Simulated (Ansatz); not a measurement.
# The band gap of GaN, sorted by core time

The structure is hexagonal, space group P6_3mc (No. 186). The conventional cell has a = 3.180 Å, b = 3.180 Å, c = 5.166 Å, α = 90.00°, β = 90.00°, γ = 120.00°. Around Ga (site symmetry 3m) lie 4 N at 1.94 to 1.95 Å. N (site symmetry 3m) has 4 Ga at 1.94 to 1.95 Å as nearest neighbours.

| rung | level | program and potentials | cutoff (eV) | k mesh | task | spin | core time | chip | band gap (eV) | miss (eV) | notes |
| --- | --- | --- | --- | --- | --- | --- | --- | --- | --- | --- | --- |
| meta-GGA | m-r2SCAN | Ansatz, Ansatz PAW | 500 | 10 × 10 × 5 | band structure | off | 27 s | Arm Neoverse V2 | 2.38 | -1.02 | potentials made for PBE, which Ansatz adapts in part |
| GGA | revPBE | Ansatz, Ansatz PAW | 420 | 10 × 10 × 5 | band structure | off | 28 s | Intel Xeon Skylake/Cascade Lake | 1.99 | -1.41 | potentials made for PBE, which Ansatz adapts in part |
| GGA | rPW86-PBE | Ansatz, Ansatz PAW | 420 | 10 × 10 × 5 | band structure | off | 30 s | Intel Xeon Skylake/Cascade Lake | 1.97 | -1.43 | potentials made for PBE, which Ansatz adapts in part |
| G0W0 | G0W0 on PBE | Ansatz, Ansatz PAW | 420 | 6 × 6 × 4 | G0W0 quasiparticle levels | off | 40 s | AMD EPYC 7R13 Zen 3 | 3.10 | -0.30 | bands, basis or mesh of the many-body step not converged; response cutoff 220 eV, bands 335 |
| hybrid | PBE0 | Ansatz, Ansatz PAW | 420 | 6 × 6 × 4 | band structure | off | 47 s | AMD EPYC 7R13 Zen 3 | 3.93 | +0.53 | potentials made for PBE, which Ansatz adapts in part |
| LDA | LDA | Ansatz, Ansatz PAW | 420 | 7 × 7 × 4 | band structure | SOC, no magnetisation | 90 s | Intel Xeon Skylake/Cascade Lake | 1.97 | -1.43 | potentials made for PBE, which Ansatz adapts in part |
| GGA | PBE | Ansatz, Ansatz PAW | 420 | 7 × 7 × 4 | band structure | SOC, no magnetisation | 93 s | Intel Xeon Skylake/Cascade Lake | 1.96 | -1.44 | - |
| GGA | PBEsol | Ansatz, Ansatz PAW | 420 | 7 × 7 × 4 | band structure | SOC, no magnetisation | 1.7 min | Intel Xeon Skylake/Cascade Lake | 1.90 | -1.50 | potentials made for PBE, which Ansatz adapts in part |
| hybrid | HSE06 | Ansatz, Ansatz PAW | 420 | 8 × 8 × 4 | band structure | off | 2.3 min | AMD EPYC 7R13 Zen 3 | (a) | ? | potentials made for PBE, which Ansatz adapts in part |
| GGA | PBE | Ansatz, Ansatz PAW | 420 | 10 × 10 × 5 | band structure | SOC, no magnetisation | 2.4 min | Arm Neoverse N1 | 1.96 | -1.44 | - |
| meta-GGA | r2SCAN | Ansatz, Ansatz PAW | 500 | 7 × 7 × 4 | band structure | SOC, no magnetisation | 3 min | Intel Xeon Skylake/Cascade Lake | 2.38 | -1.02 | potentials made for PBE, which Ansatz adapts in part |
| hybrid | PBEsol0 | Ansatz, Ansatz PAW | 420 | 6 × 6 × 3 | band structure | off | 6.4 min | Arm Neoverse V2 | 3.88 | +0.48 | coarse mesh; potentials made for PBE, which Ansatz adapts in part |
| hybrid | B3LYP | Ansatz, Ansatz PAW | 420 | 5 × 5 × 3 | band structure | off | 10 min | Intel Xeon Skylake/Cascade Lake | 3.66 | +0.26 | coarse mesh; potentials made for PBE, which Ansatz adapts in part |
| hybrid | PBEsol0 | Ansatz, Ansatz PAW | 420 | 5 × 5 × 3 | band structure | off | 10 min | Intel Xeon Skylake/Cascade Lake | 3.89 | +0.49 | coarse mesh; potentials made for PBE, which Ansatz adapts in part |
| hybrid | HSEsol | Ansatz, Ansatz PAW | 420 | 5 × 5 × 3 | band structure | off | 11 min | Intel Xeon Skylake/Cascade Lake | 3.19 | -0.21 | coarse mesh; potentials made for PBE, which Ansatz adapts in part |
| hybrid | HSE06 | Ansatz, Ansatz PAW | 420 | 5 × 5 × 3 | band structure | off | 11 min | Intel Xeon Skylake/Cascade Lake | 3.24 | -0.16 | coarse mesh; potentials made for PBE, which Ansatz adapts in part |
| hybrid | r2SCANh | Ansatz, Ansatz PAW | 500 | 5 × 5 × 3 | band structure | off | 13 min | Intel Xeon Skylake/Cascade Lake | 3.11 | -0.29 | coarse mesh; potentials made for PBE, which Ansatz adapts in part |
| hybrid | r2SCAN50 | Ansatz, Ansatz PAW | 500 | 5 × 5 × 3 | band structure | off | 14 min | Intel Xeon Skylake/Cascade Lake | 6.18 | +2.78 | coarse mesh; potentials made for PBE, which Ansatz adapts in part |

Times are single runs on shared hosts and different chips, so they are rough; meshes, cutoffs and the tasks' sizes weigh on the time. Gaps are the least found on the k mesh or the band path, and a mesh can miss the band edges. m-r2SCAN is the variant of Desmarais and co-workers (2025). The cell comes from a database and isn't always the measured one. Meshes differ between rows, which moves values too. All levels ran on this one cell, unrelaxed unless noted. Meshes are those of the run's cell of 4 atoms unless a note names another. Misses use the values as printed. Runs on faulty files, with rough fits or with known faults for this quantity aren't shown.

Measured: 3.4 eV at 300 K (arxiv:1710.05670). The runs are for a static lattice.

Question: Estimate the value left out from the other rows.

Answer: (a) 3.23 eV, miss -0.17.
